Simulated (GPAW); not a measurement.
# InP in GPAW: convergence with bands over plane waves of the response

The system is InP.

```xyz
2
Lattice="0.0000 2.9305 2.9305 2.9305 0.0000 2.9305 2.9305 2.9305 0.0000" Properties=species:S:1:pos:R:3 pbc="T T T"
In    0.0000    0.0000    0.0000
P     4.3957    4.3957    4.3957
```

- Program: GPAW 26.7.0
- Task: G0W0 quasiparticle levels
- Functional: PBE
- Potentials or basis: GPAW PAW data sets (gpaw-data 1.2.1)
- Cutoff: 500 eV
- Basis: pw
- k mesh: 4 × 4 × 4
- Occupations: fermi-dirac, width 0.001 eV
- Spin: no spin polarisation
- Frequency: ppa
- Extrapolate: no
- Qp bands: 1
- Response ecut: 120 eV
- Band share: 0.15
- Maxiter: 150
- Integrate gamma: WS
- Vertex: none
- All k: no
- Response bands: 22

These are the settings of the first run; the series varies bands over plane waves of the response, with any setting tied to it.

Hardware: 1 thread of Arm Neoverse V1 (shared host).

Question: The values tried are 0.15, 0.25, 0.4, 0.6, 0.8, 1, 1.4, loosest first. From which on does the quasiparticle gap at the points computed stay within 0.05 eV of the tightest run that finished?

Answer: From 0.25 on.

| bands over plane waves of the response | quasiparticle gap at the points computed (eV) | SCF cycles | CPU time (s) | peak memory (GiB) |
| --- | --- | --- | --- | --- |
| 0.15 | 1.422 | 11 | 39 | 0.4 |
| 0.25 | 1.362 | 11 | 47 | 0.4 |
| 0.4 | 1.336 | 11 | 59 | 0.41 |
| 0.6 | 1.329 | 11 | 76 | 0.41 |
| 0.8 | 1.324 | 11 | 92 | 0.42 |
| 1 | 1.330 | 11 | 110 | 0.42 |
| 1.4 | 1.333 | 11 | 140 | 0.43 |

The tightest run that finished is the yardstick and may itself not be fully converged.

Caveat, for the tightest run too: the k mesh is coarse (spacing up to 0.46 Å⁻¹), so the values aren't converged; the quasiparticle gap is taken among the few k points that were corrected; the long-wavelength limit can be off by a per cent or two; spin-orbit coupling is left out, which moves the levels of the heavy elements.
